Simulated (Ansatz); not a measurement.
Consider a crystal of Bi2Se3 in space group I4/mmm (No. 139), with Bi on 4d; Se on 4c and 2b.

Level of theory: DFT PBE, scalar-relativistic, plane waves, PAW (Ansatz 0.2.0). Cutoff 420 eV, Γ-centred mesh, Gaussian smearing, no spin polarisation.

Formation energies are uncorrected and refer to the elements' standard structures at the same level.

Question: Give the relaxed lattice parameters and positions.

Answer:

Space group I4/mmm (No. 139). a = 5.156 Å, b = 5.156 Å, c = 11.607 Å, α = 90.00°, β = 90.00°, γ = 90.00°
```csv
atom,site,symmetry,x,y,z
Bi,4d,-4m2,0.0000,0.5000,0.2500
Se,4c,mmm.,0.0000,0.5000,0.0000
Se,2b,4/mmm,0.5000,0.5000,0.0000
```

Bi is surrounded by 2 Se at 2.90 Å; Se on a site of symmetry mmm is surrounded by 2 Se at 2.58 Å and 2 Bi at 2.90 Å; Se on a site of symmetry 4/mmm has 4 Se at 2.58 Å. Another local minimum with the same sites may exist.

Question: Where does its energy lie, and is it a metal?

Answer: The formation energy is +0.17 eV/atom and the gap on the 10×10×10 mesh of the 5-atom cell is 0 eV (a metal). It can't be a ground state, since the elements alone are lower.

The last run used Gaussian smearing of 0.10 eV. These runs have no spin–orbit coupling, which can matter for Bi. The reference form of Se is held partly by dispersion forces, which this level lacks. Symmetry constrained the relaxation, so the result can be a saddle point. Another cell of Bi2Se3 relaxed alike, in R-3m (a cell as deposited in COD), lies 0.56 eV/atom lower, so this cell isn't the stable form at this level.
